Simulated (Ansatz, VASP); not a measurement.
Rb: VASP beside Ansatz

```xyz
1
Lattice="3.9994 0.0000 0.0000 0.0000 3.9994 0.0000 0.0000 0.0000 3.9994" Properties=species:S:1:pos:R:3 pbc="T T T"
Rb    0.0000    0.0000    0.0000
```

Change from the starting cell: volume scaled by 0.68, LAPW.

Alike in both runs: task single point; functional PBEsol; k mesh 9 × 9 × 9; occupations fermi-dirac, width 0.1 eV; no spin polarisation.

```csv
,VASP,Ansatz
version,VASP 6.6.1,Ansatz 0.2.0
potentials or method,"VASP PAW PBE potentials, release 64 (Rb_sv), cutoff 520 eV","all-electron LAPW, scalar-relativistic"
```

```csv
,VASP,Ansatz,Ansatz less VASP
pressure (GPa),1.8,1.8,0.00
```

Ansatz ran all-electron here, so the differences hold the error of VASP's frozen core and of both bases.

Caveats: the PAW data sets were made with another functional, which shifts forces and pressure a little (VASP).
